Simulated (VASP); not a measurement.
# TaSi2 (P6_422) in VASP: reference runs

Reference runs on TaSi2: the cell as given and a disturbed copy.

Everything below comes from runs of VASP 6.6.1. Logs are shortened: lines on timing, memory, paths and dates and some standing lists are left out, and cuts for length are marked.

### 1 The crystal as given

Symmetry: P6_422, No. 181, hexagonal system. The conventional cell has a = 4.784 Å, b = 4.784 Å, c = 6.570 Å, α = 90.00°, β = 90.00°, γ = 120.00°. Around Ta (site symmetry 222) lie 10 Si at 2.61 to 2.83 Å. Si (site symmetry 2) has 5 Si at 2.56 to 2.83 Å and 5 Ta at 2.61 to 2.83 Å as nearest neighbours.

### 2 Single point, PBE

INCAR reads:

```
PREC = Accurate
ENCUT = 520
EDIFF = 1E-7
ISMEAR = -1
SIGMA = 0.05
LREAL = False
LASPH = True
NELM = 60
ALGO = Normal
ISIF = 2
LWAVE = False
LCHARG = False
GGA = PE
NBANDS = 38
```

KPOINTS reads:

```
Automatic mesh
0
Gamma
  7 7 4
```

POSCAR reads:

```
TaSi2
1.0
    4.7839000000      0.0000000000      0.0000000000
   -2.3919500000      4.1429789292      0.0000000000
    0.0000000000      0.0000000000      6.5700000000
Ta Si
3 6
Direct
    0.0000000000      0.5000000000      0.3333333333
    0.5000000000      0.5000000000      0.6666666667
    0.5000000000      0.0000000000      0.0000000000
    0.3179400000      0.1589700000      0.3333333333
    0.1589700000      0.8410300000      0.6666666667
    0.8410300000      0.6820600000      0.0000000000
    0.6820600000      0.8410300000      0.3333333333
    0.8410300000      0.1589700000      0.6666666667
    0.1589700000      0.3179400000      0.0000000000
```

Potentials or basis: VASP PAW PBE potentials, release 64 (Ta_pv, Si).

On the command line:

```sh
> cat potpaw_PBE.64/Ta_pv/POTCAR potpaw_PBE.64/Si/POTCAR > POTCAR
> mpirun -np 1 vasp_std > vasp.out
```

OUTCAR:

```text
PREC = Accurate
   ENCUT = 520
   EDIFF = 1E-7
   ISMEAR = -1
   LREAL = False
   LASPH = True
   NELM = 60
   ISIF = 2
   GGA = PE

 ion  position               nearest neighbor table
   1  0.000  0.500  0.333-   6 2.61   9 2.61   8 2.61   5 2.61   4 2.73   7 2.73   4 2.73   7 2.73
                             7 2.83   4 2.83   3 3.24   3 3.24   2 3.24   2 3.24
   2  0.500  0.500  0.667-   6 2.61   9 2.61   7 2.61   4 2.61   5 2.73   8 2.73   5 2.73   8 2.73
                             8 2.83   5 2.83   3 3.24   3 3.24   1 3.24   1 3.24
   3  0.500  0.000  0.000-   4 2.61   7 2.61   5 2.61   8 2.61   9 2.73   6 2.73   9 2.73   6 2.73
                             9 2.83   6 2.83   2 3.24   1 3.24   2 3.24   1 3.24
   4  0.318  0.159  0.333-   9 2.56   5 2.56   3 2.61   2 2.61   7 2.63   1 2.73   1 2.73   1 2.83
                             7 2.83   7 2.83
   5  0.159  0.841  0.667-   6 2.56   4 2.56   3 2.61   1 2.61   8 2.63   2 2.73   2 2.73   2 2.83
                             8 2.83   8 2.83
   6  0.841  0.682  0.000-   5 2.56   7 2.56   1 2.61   2 2.61   9 2.63   3 2.73   3 2.73   3 2.83
                             9 2.83   9 2.83
   7  0.682  0.841  0.333-   6 2.56   8 2.56   3 2.61   2 2.61   4 2.63   1 2.73   1 2.73   1 2.83
                             4 2.83   4 2.83
   8  0.841  0.159  0.667-   9 2.56   7 2.56   3 2.61   1 2.61   5 2.63   2 2.73   2 2.73   2 2.83
                             5 2.83   5 2.83
   9  0.159  0.318  0.000-   8 2.56   4 2.56   1 2.61   2 2.61   6 2.63   3 2.73   3 2.73   3 2.83
                             6 2.83   6 2.83

  LATTYP: Found a hexagonal cell.
 ALAT       =     4.7839000000
 C/A-ratio  =     1.3733564665

  Lattice vectors:

 A1 = (   4.7839000000,   0.0000000000,   0.0000000000)
 A2 = (  -2.3919500000,   4.1429789292,   0.0000000000)
 A3 = (   0.0000000000,   0.0000000000,   6.5700000000)

Analysis of symmetry for initial positions (statically):
=====================================================================
 Subroutine PRICEL returns:
 Original cell was already a primitive cell.

 Routine SETGRP: Setting up the symmetry group for a
 hexagonal supercell.

 Subroutine GETGRP returns: Found 12 space group operations
 (whereof  4 operations were pure point group operations)
 out of a pool of 24 trial point group operations.

The static configuration has the point symmetry D_2 .
 The point group associated with its full space group is D_6 .

Analysis of symmetry for dynamics (positions and initial velocities):
=====================================================================
 Subroutine PRICEL returns:
 Original cell was already a primitive cell.

 Routine SETGRP: Setting up the symmetry group for a
 hexagonal supercell.

 Subroutine GETGRP returns: Found 12 space group operations
 (whereof  4 operations were pure point group operations)
 out of a pool of 24 trial point group operations.

The dynamic configuration has the point symmetry D_2 .
 The point group associated with its full space group is D_6 .

 Subroutine INISYM returns: Found 12 space group operations
 (whereof  4 operations are pure point group operations),
 and found     1 'primitive' translations

----------------------------------------------------------------------------------------

                                     Primitive cell

  volume of cell :     130.2148

  direct lattice vectors                    reciprocal lattice vectors
     4.783900000  0.000000000  0.000000000     0.209034470  0.120686107  0.000000000
    -2.391950000  4.142978929  0.000000000     0.000000000  0.241372215  0.000000000
     0.000000000  0.000000000  6.570000000     0.000000000  0.000000000  0.152207002

  length of vectors
     4.783900000  4.783900000  6.570000000     0.241372215  0.241372215  0.152207002

  position of ions in fractional coordinates (direct lattice)
     0.000000000  0.500000000  0.333333333
     0.500000000  0.500000000  0.666666667
     0.500000000  0.000000000  0.000000000
     0.317940000  0.158970000  0.333333333
     0.158970000  0.841030000  0.666666667
     0.841030000  0.682060000  0.000000000
     0.682060000  0.841030000  0.333333333
     0.841030000  0.158970000  0.666666667
     0.158970000  0.317940000  0.000000000

  ion indices of the primitive-cell ions
   primitive index   ion index
                 1           1
                 2           2
                 3           3
                 4           4
                 5           5
                 6           6
                 7           7
                 8           8
                 9           9

----------------------------------------------------------------------------------------

 KPOINTS: Automatic mesh

Automatic generation of k-mesh.
 Grid dimensions read from file:
 generate k-points for:    7    7    4

 Generating k-lattice:

  Cartesian coordinates                     Fractional coordinates (reciprocal lattice)
     0.029862067  0.017240872  0.000000000     0.142857143  0.000000000  0.000000000
     0.000000000  0.034481745  0.000000000     0.000000000  0.142857143  0.000000000
     0.000000000  0.000000000  0.038051750     0.000000000  0.000000000  0.250000000

  Length of vectors
     0.034481745  0.034481745  0.038051750

  Shift w.r.t. Gamma in fractional coordinates (k-lattice)
     0.000000000  0.000000000  0.000000000

 Subroutine IBZKPT returns following result:
 ===========================================

 Found     24 irreducible k-points:

 Following reciprocal coordinates:
            Coordinates               Weight
  0.000000  0.000000  0.000000      1.000000
  0.142857  0.000000  0.000000      6.000000
  0.285714 -0.000000  0.000000      6.000000
  0.428571  0.000000  0.000000      6.000000
  0.142857  0.142857  0.000000      6.000000
  0.285714  0.142857  0.000000     12.000000
[... 16 lines left out ...]
  0.428571  0.142857  0.500000      6.000000
  0.285714  0.285714  0.500000      6.000000
   k-points           NKPTS =     24   k-points in BZ     NKDIM =     24   number of bands    NBANDS=     38
   number of dos      NEDOS =    301   number of ions     NIONS =      9
   total plane-waves  NPLWV =  64800
   dimension x,y,z NGX =    36 NGY =   36 NGZ =   50
   dimension x,y,z NGXF=    72 NGYF=   72 NGZF=  100
   ions per type =               3   6
   NGX,Y,Z   is equivalent  to a cutoff of  12.51, 12.51, 12.65 a.u.
   NGXF,Y,Z  is equivalent  to a cutoff of  25.02, 25.02, 25.30 a.u.
 SYSTEM =  unknown system
   PREC   = accura    normal or accurate (medium, high low for compatibility)
   ISTART =      0    job   : 0-new  1-cont  2-samecut
   ICHARG =      2    charge: 1-file 2-atom 10-const
   ISPIN  =      1    spin polarized calculation?
   LNONCOLLINEAR =      F non collinear calculations
   LSORBIT =      F    spin-orbit coupling
   LASPH  =      T    aspherical Exc in radial PAW
   ENCUT  =  520.0 eV  38.22 Ry    6.18 a.u.   8.89  8.89 12.22*2*pi/ulx,y,z
   NELM   =     60;   NELMIN=  2; NELMDL= -5     # of ELM steps
   EDIFF  = 0.1E-06   stopping-criterion for ELM
   LREAL  =      F    real-space projection
   EDIFFG = 0.1E-05   stopping-criterion for IOM
   NSW    =      0    number of steps for IOM
   IBRION =     -1    ionic relax: 0-MD 1-quasi-New 2-CG
   NFREE  =      0    steps in history (QN), initial steepest desc. (CG)
   ISIF   =      2    stress and relaxation
   ISYM   =      2    0-nonsym 1-usesym 2-fastsym
   POTIM  = 0.5000    time-step for ionic-motion
   TEBEG  =    0.0;   TEEND  =   0.0 temperature during run
   PSTRESS=    0.0 pullay stress
   NELECT =      57.0000    total number of electrons
   NUPDOWN=      -1.0000    fix difference up-down
   EMIN   =  10.00;   EMAX   =-10.00  energy-range for DOS
   EFERMI =   0.00;   METHOD = LEGACY
   ISMEAR =    -1;   SIGMA  =   0.05  broadening in eV -4-tet -1-fermi 0-gaus
   EFERMI_NEDOS =   21; number of points for ismear=-14 and -15
   IALGO  =     38    algorithm
   IMIX   =      4    mixing-type and parameters
     AMIX     =   0.40;   BMIX     =  1.00
     AMIX_MAG =   1.60;   BMIX_MAG =  1.00
  volume/ion in A,a.u.               =      14.47        97.64
  Fermi-wavevector in a.u.,A,eV,Ry     =   1.243025  2.348976 21.022500  1.545110
  Thomas-Fermi vector in A             =   2.377353
   LORBIT       =      0    0 simple, 1 ext, 2 COOP (PROOUT), +10 PAW based schemes
   GGA     = PE    functional components
   LHFCALC =     F    Hartree Fock is set to
   AEXX    =    0.0000 exact exchange contribution
   IVDW    =     0    specifies the selected vdW correction
   LEPSILON=     F    determine dielectric tensor
   LRPA    =     F    only Hartree local field effects (RPA)
 non-spin polarized calculation
  energy-cutoff  :      520.00
  volume of cell :      130.21
 maximum number of plane-waves:      3523
 NGX is ok and might be reduce to    36
   NGX = 17   NGY = 17   NGZ = 25

 number of electron      57.0000004 magnetization

 Free energy of the ion-electron system (eV)
  ---------------------------------------------------
  ext. energy  EPLUGINS =         0.00000000
  ---------------------------------------------------
  free energy    TOTEN  =       -72.26360665 eV

  energy without entropy =      -72.23738105  energy(sigma->0) =      -72.25049385

 E-fermi :   9.3592     XC(G=0): -12.0754

 val. band max:        9.3108484199   @ k =   0.2857   0.2857   0.2500
 cond. band min:       9.3669358336   @ k =   0.4286   0.1429   0.2500
 fundamental gap:      0.0560874136
 Fermi energy:         9.3591722794

 k-point     1 :       0.0000    0.0000    0.0000
  band No.  band energies     occupation
      1     -25.0063      2.00000
      2     -25.0002      2.00000
      3     -25.0002      2.00000
      4     -24.9368      2.00000
      5     -24.9368      2.00000
      6     -24.8384      2.00000
[... 30 lines left out ...]
     37      13.2707      0.00000
     38      13.3945      0.00000
[... 941 lines left out ...]
     37      12.8408      0.00000
     38      13.0938      0.00000

------------------------ aborting loop because EDIFF is reached ----------------------------------------

  FORCE on cell =-STRESS in cart. coord.  units (eV):
  Direction    XX          YY          ZZ          XY          YZ          ZX
  --------------------------------------------------------------------------------------
  -------------------------------------------------------------------------------------
  Total        1.7769922      1.7769922      2.7540757      0.0000000     -0.0000000      0.0000000
  in kB       21.8643169     21.8643169     33.8864651      0.0000000     -0.0000000      0.0000000
  external PRESSURE =      25.8716996 kB  Pullay stress =       0.0000000 kB

 VOLUME and BASIS-vectors are now :
 -----------------------------------------------------------------------------
  energy-cutoff  :      520.00
  volume of cell :      130.21
      direct lattice vectors                 reciprocal lattice vectors
     4.783900000  0.000000000  0.000000000     0.209034470  0.120686107  0.000000000
    -2.391950000  4.142978929  0.000000000     0.000000000  0.241372215  0.000000000
     0.000000000  0.000000000  6.570000000     0.000000000  0.000000000  0.152207002

 POSITION                                       TOTAL-FORCE (eV/Angst)
 -----------------------------------------------------------------------------------
     -1.19598      2.07149      2.19000         0.000000      0.000000      0.000000
      1.19598      2.07149      4.38000         0.000000      0.000000      0.000000
      2.39195      0.00000      0.00000         0.000000     -0.000000     -0.000000
      1.14074      0.65861      2.19000         0.021680      0.012517     -0.000000
     -1.25121      3.48437      4.38000         0.021680     -0.012517     -0.000000
      2.39195      2.82576      0.00000         0.000000     -0.025033     -0.000000
      1.25121      3.48437      2.19000        -0.021680     -0.012517     -0.000000
      3.64316      0.65861      4.38000        -0.021680      0.012517     -0.000000
     -0.00000      1.31722      0.00000        -0.000000      0.025033     -0.000000
 -----------------------------------------------------------------------------------
    total drift:                               -0.000000      0.000000      0.000000

  FREE ENERGIE OF THE ION-ELECTRON SYSTEM (eV)
  ---------------------------------------------------
  free  energy   TOTEN  =       -72.2636066480 eV

  energy  without entropy=      -72.2373810515  energy(sigma->0) =      -72.25049385
```

Wall time 1.8 min (1 thread of Intel Xeon Platinum 8488C (Sapphire Rapids), shared host); peak memory 0.28 GiB.

Results:

```yaml
Free_energy: -72.2636 eV
Pressure: 2.6 GPa
Largest_force: 0.025 eV/Å
Band_gap_on_the_k_mesh: none (metal or under the smearing width)
```

Forces on the atoms (eV/Å):
```
Ta   0.000  0.000  0.000
Ta   0.000  0.000  0.000
Ta   0.000  0.000  0.000
Si   0.022  0.013  0.000
Si   0.022 -0.013  0.000
Si   0.000 -0.025  0.000
Si  -0.022 -0.013  0.000
Si  -0.022  0.013  0.000
Si   0.000  0.025  0.000
```

Stress tensor (GPa, compression positive):
```
2.19 0.00 0.00
0.00 2.19 0.00
0.00 0.00 3.39
```

Levels at points of the mesh, in eV from the Fermi level:
```
           k point  band 25  band 26  band 27  band 28  band 29  band 30  band 31  band 32  band 33  band 34
(0.00, 0.00, 0.00)    -2.49    -2.44    -2.18    -2.18    -1.48     0.74     2.99     2.99     3.45     3.56
(0.00, 0.00, 0.50)    -2.22    -2.02    -1.78    -1.78     1.15     1.15     2.61     2.61     3.44     3.50
```

The run has no spin-orbit coupling, so splittings on Ta are missing.

### 3 Single point, PBE (atoms moved at random, drawn with an rms of 0.05 Å)

INCAR reads:

```
SYSTEM = TaSi2
ALGO     = Normal         ! electronic algorithm
EDIFF    = 1E-7           ! SCF threshold, eV
ENCUT    = 520            ! plane-wave cutoff, eV
GGA      = PE             ! functional
ISIF     = 2              ! what is computed and relaxed
ISMEAR   = -1             ! smearing method
LASPH    = .True.         ! aspherical terms in the spheres
LCHARG   = .False.        ! write CHGCAR
LREAL    = .False.        ! projectors in reciprocal space
LWAVE    = .False.        ! write WAVECAR
NBANDS   = 38             ! bands
NELM     = 60             ! most SCF steps
PREC     = Accurate       ! precision mode
SIGMA    = 0.05           ! smearing width, eV
```

KPOINTS reads:

```
k-points
0
Gamma
  7 7 4
  0 0 0
```

POSCAR reads:

```
TaSi2
1.0
    4.7839000000      0.0000000000      0.0000000000
   -2.3919500000      4.1429789292      0.0000000000
    0.0000000000      0.0000000000      6.5700000000
Ta Si
3 6
Direct
    0.0066210000      0.5055500000      0.3328720000
    0.4983220000      0.5016670000      0.6679230000
    0.5096290000      0.0095680000     -0.0037700000
    0.3115700000      0.1648810000      0.3297430000
    0.1615140000      0.8461990000      0.6597620000
    0.8390600000      0.6845780000     -0.0002490000
    0.6742400000      0.8447060000      0.3329200000
    0.8358060000      0.1475840000      0.6661550000
    0.1694910000      0.3202510000     -0.0021720000
```

Potentials or basis: VASP PAW PBE potentials, release 64 (Ta_pv, Si).

On the command line:

```sh
> cat potpaw_PBE.64/Ta_pv/POTCAR potpaw_PBE.64/Si/POTCAR > POTCAR
> mpirun -np 1 vasp_std > vasp.out
```

It took 7.8 min on 1 thread of Intel Xeon Platinum 8488C (Sapphire Rapids), shared host; peak memory 0.49 GiB.

Results (log left out):

| Quantity | Value |
| --- | --- |
| Free energy | -72.1732 eV |
| Pressure | 2.9 GPa |
| Largest force | 0.751 eV/Å |
| Band gap on the k mesh | none (metal or under the smearing width) |

Forces in eV/Å, atoms in the order of the input:
```
Ta  -0.463 -0.274 -0.194
Ta   0.280  0.005 -0.550
Ta  -0.490 -0.410  0.362
Si   0.435 -0.072  0.043
Si   0.038 -0.113  0.484
Si   0.388  0.074  0.020
Si   0.277 -0.030 -0.037
Si   0.078  0.695 -0.272
Si  -0.543  0.124  0.144
```

Stress tensor (GPa, compression positive):
```
 2.42 -0.20 -0.30
-0.20  2.54 -0.10
-0.30 -0.10  3.66
```

Levels at points of the mesh, in eV from the Fermi level:
```
           k point  band 26  band 27  band 28  band 29  band 30  band 31  band 32  band 33
(0.00, 0.00, 0.00)    -2.37    -2.14    -2.11    -1.44     0.75     2.92     2.97     3.44
(0.00, 0.00, 0.50)    -2.07    -1.74    -1.73     1.14     1.16     2.51     2.67     3.40
```
